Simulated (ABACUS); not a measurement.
# TiO2: single point with PBE

**What was measured.**

“Shallow Valence Band of Rutile GeO2 and P-type Doping”, 2020, arxiv:2011.08928 quotes, for a bulk crystal of TiO2 at 1.6 K: band gap 3.03 eV (direct).

The system is TiO2.

```
CELL_PARAMETERS angstrom
4.59984 0.00000 0.00000
0.00000 4.59984 0.00000
0.00000 0.00000 2.95921
ATOMIC_POSITIONS crystal
Ti 0.00000 0.00000 0.50000
Ti 0.50000 0.50000 0.00000
O 0.30432 0.30432 0.50000
O 0.19568 0.80432 0.00000
O 0.80432 0.19568 0.00000
O 0.69568 0.69568 0.50000
```

The cell is a database's computed one.

```
Program             : ABACUS 3.10.1
Task                : single point
Functional          : PBE
Potentials or basis : PseudoDojo NC SR 0.4.1 PBE standard
Cutoff              : 1361 eV
Density cutoff      : 5442 eV
Basis               : DZP LCAO (the cutoffs set its grid)
k mesh              : 4 × 4 × 6
Occupations         : fermi-dirac, width 0.05 eV
Spin                : no spin polarisation
```

```json
{
  "Pressure": "4.8 GPa",
  "Largest force": "0.035 eV/Å",
  "Band gap on the k mesh": "1.80 eV, direct",
  "Mulliken charges": "Ti +0.95; O -0.47, -0.48 e"
}
```

Forces on the atoms (eV/Å):
```
Ti   0.000  0.000  0.000
Ti   0.000  0.000  0.000
O    0.025  0.025  0.000
O   -0.025  0.025  0.000
O    0.025 -0.025  0.000
O   -0.025 -0.025  0.000
```

Stress tensor (GPa, compression positive):
```
4.88 0.00 0.00
0.00 4.88 0.00
0.00 0.00 4.53
```

Levels at points of the mesh, in eV from the valence-band top:
| k point | band 20 | band 21 | band 22 | band 23 | band 24 | band 25 | band 26 | band 27 | band 28 | band 29 |
| --- | --- | --- | --- | --- | --- | --- | --- | --- | --- | --- |
| (0.00, 0.00, 0.00) | -2.05 | -0.79 | -0.52 | -0.52 | 0.00 | 1.80 | 2.08 | 2.34 | 2.42 | 2.42 |
| (0.50, 0.00, 0.00) | -3.14 | -1.72 | -1.72 | -0.75 | -0.75 | 2.46 | 2.46 | 2.95 | 2.95 | 3.51 |
| (0.50, 0.50, 0.00) | -2.20 | -1.38 | -1.38 | -1.16 | -1.16 | 1.83 | 1.83 | 2.45 | 2.45 | 3.78 |
| (0.00, 0.00, 0.50) | -2.86 | -2.37 | -2.37 | -1.46 | -1.46 | 2.93 | 2.93 | 3.10 | 3.10 | 3.60 |
| (0.50, 0.00, 0.50) | -2.45 | -2.06 | -2.06 | -1.06 | -1.06 | 1.84 | 1.84 | 3.12 | 3.12 | 3.85 |
| (0.50, 0.50, 0.50) | -2.83 | -1.30 | -1.30 | -0.72 | -0.72 | 2.54 | 2.54 | 3.14 | 3.14 | 3.15 |

Wall time 13 s on 4 MPI ranks on Intel(R) Xeon(R) Platinum 8375C CPU @ 2.90GHz (Ice Lake), with other jobs on the host, peak memory 0.48 GiB a rank.

A measured gap of TiO2 is 3.03 eV (direct; 1.6 K; quoted in “Shallow Valence Band of Rutile GeO2 and P-type Doping”, 2020, arxiv:2011.08928); the calculated 1.80 eV misses it by -1.23 eV. 2 values of this kind are on record in papers (3.03 to 3.05 eV); this one was drawn at random among those near their median. The value is that of PBE in an atomic basis (PseudoDojo NC SR 0.4.1 PBE standard, DZP LCAO (the cutoffs set its grid)), whose error adds to the functional's, on a finite k mesh, which can miss the band edges, without temperature or zero-point motion. Semilocal functionals fall short of measured gaps as a rule. The cell is a database's relaxed one, not the measured one, which moves gaps too.

Caveat: the atomic orbitals were generated for these runs and aren't a published set; Mulliken charges move with the basis; the basis of atomic orbitals isn't converged, which shifts pressures, moduli and gaps.
